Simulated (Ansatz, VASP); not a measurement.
# Bi2Te: VASP beside Ansatz

Contents of POSCAR:

```
Bi2Te
1.0
   -4.0079070000      4.0079070000      3.1743210000
    4.0079070000     -4.0079070000      3.1743210000
    4.0079070000      4.0079070000     -3.1743210000
Bi Te
4 2
Direct
    0.3750000000      0.7024660000      0.8274660000
    0.8750000000      0.5475340000      0.1725340000
    0.2975340000      0.1250000000      0.6725340000
    0.4524660000      0.6250000000      0.3274660000
    0.0000000000      0.0000000000      0.0000000000
    0.7500000000      0.2500000000      0.5000000000
```

File INCAR.step1:

```
  PREC = Accurate
  ENCUT = 520
  ISMEAR = 0
  SIGMA = 0.1
  LREAL = F
  LASPH = T
  NELM = 100
  NBANDS = 45
  GGA = PE
  ALGO = Normal
  EDIFF = 1E-4
  LWAVE = T
  LCHARG = F
```

The input INCAR.step2:

```
  PREC = Accurate
  ENCUT = 520
  EDIFF = 1E-6
  ISMEAR = 0
  SIGMA = 0.1
  LREAL = F
  LASPH = T
  NELM = 100
  ALGO = Normal
  ISIF = 2
  LWAVE = F
  LCHARG = F
  METAGGA = R2SCAN
  LMIXTAU = T
  NBANDS = 45
  ISTART = 1
```

The input KPOINTS:

```
Automatic mesh
0
Gamma
  4 4 4
```

Input for Ansatz:

```yaml
crystal:
  lattice:
    - [-4.007907, 4.007907, 3.174321]
    - [4.007907, -4.007907, 3.174321]
    - [4.007907, 4.007907, -3.174321]
  atoms:
    - { symbol: Bi, position: [0.375, 0.702466, 0.827466] }
    - { symbol: Bi, position: [0.875, 0.547534, 0.172534] }
    - { symbol: Bi, position: [0.297534, 0.125, 0.672534] }
    - { symbol: Bi, position: [0.452466, 0.625, 0.327466] }
    - { symbol: Te, position: [0.0, 0.0, 0.0] }
    - { symbol: Te, position: [0.75, 0.25, 0.5] }
basis:
  ecutwfc: 500
kpoints:
  mp_grid: { grid: [4, 4, 4] }
hamiltonian:
  xc: r2scan
scf:
  occupations: { method: gaussian, width: 0.1 }
  lower_state_search: "off"
output:
  forces: true
  stress: true
  eigenvalues: true
```

Alike in both runs: task single point; functional r2SCAN; k mesh 4 × 4 × 4; occupations gaussian, width 0.1 eV; no spin polarisation.

|  | VASP | Ansatz |
| --- | --- | --- |
| version | VASP 6.6.1 | Ansatz 0.2.0 |
| potentials or method | VASP PAW PBE potentials, release 64 (Bi_d, Te) | scalar-relativistic, plane waves, PAW |
| plane-wave cutoff (eV) | 520 | 500 |
| valence electrons in the cell | 72 | 92 |

VASP gave:

| Property | Result |
| --- | --- |
| gap on the k mesh at the Fermi level (eV) | none |
| pressure (GPa) | -0.9 |
| largest component of the traceless stress (GPa) | 0.42 |
| rms of the force components (eV/Å) | 0.097 |

Question: What did Ansatz give for the same quantities?

Answer: gap on the k mesh at the Fermi level (eV): none; pressure (GPa): -0.9; largest component of the traceless stress (GPa): 0.42; rms of the force components (eV/Å): 0.098.

Atom by atom the forces differ by 0.001 eV/Å (rms over components). A gap of «none» marks a metal or a gap that the smearing closes. The two sets of potentials don't hold the same shells in valence.

Caveats: the PAW data sets were made with another functional, which shifts forces and pressure a little (VASP); spin-orbit coupling is left out, which moves the levels of the heavy elements.
